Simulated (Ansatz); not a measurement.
# Mo: the cost of one run

Computed with Ansatz 0.2.0 (DFT PBE, scalar-relativistic, plane waves, PAW, unless a step's input says otherwise).

## 1. The starting structure

Symmetry: P6/mmm, No. 191, hexagonal system. The conventional cell has a = 2.770 Å, b = 2.770 Å, c = 2.526 Å, α = 90.00°, β = 90.00°, γ = 120.00°. Mo (site symmetry 6/mmm) has 8 Mo at 2.53 to 2.77 Å as nearest neighbours.

Coordinates:

```
CELL_PARAMETERS angstrom
2.77020 0.00000 0.00000
-1.38510 2.39906 0.00000
0.00000 0.00000 2.52594
ATOMIC_POSITIONS crystal
Mo 0.00000 0.00000 0.50000
```

It goes back to an entry of the Materials Project, which need not be the stable form.

It is the result of an earlier relaxation at this level (volume 16.79 Å³/atom; gap on the mesh: none (metal)).

## 2. The reference cell

Reference values: F = -4955.1525 eV; pressure 0.07 GPa; largest force 0.000 eV/Å; gap on the mesh none (metal). It was computed beforehand with the settings of the runs below.

## 3. Breaking the symmetry

Cell sheared at random, sigma 0.06. Displacements in the unstrained cell, with the mean shift removed:

| atom | ux (Å) | uy (Å) | uz (Å) |
| --- | --- | --- | --- |
| Mo1 | 0.000 | 0.000 | 0.000 |

Strain (xx, yy, zz, yz, xz, xy; engineering shear): (0.0595, -0.0734, 0.0139, 0.0081, -0.1520, 0.0160).

## 4. Single point of the disturbed structure

File input.yaml:

```yaml
crystal:
  lattice:
    - [2.9350847029, 0.0222030073, -0.2105609677]
    - [-1.4483139831, 2.2118493824, 0.1150114315]
    - [-0.1919947964, 0.0102455693, 2.5610185001]
  atoms:
    - { symbol: Mo, position: [0.0, 0.0, 0.5] }
basis:
  ecutwfc: 420
kpoints:
  mp_grid: { grid: [12, 12, 14] }
hamiltonian:
  xc: pbe
scf:
  occupations: { method: gaussian, width: 0.15 }
output:
  forces: true
  stress: true
  eigenvalues: true
```

Started as:

```sh
$ ansatz run input.yaml --threads 1 --pin off --max-ram 2560MiB --backend cpu --events-out ev --progress --plain --runs-dir out
```

What time and memory should one allow on 1 thread of Intel Xeon Platinum 8488C (Sapphire Rapids), shared host?

About 9.1 s, with a peak of 0.5 GiB.
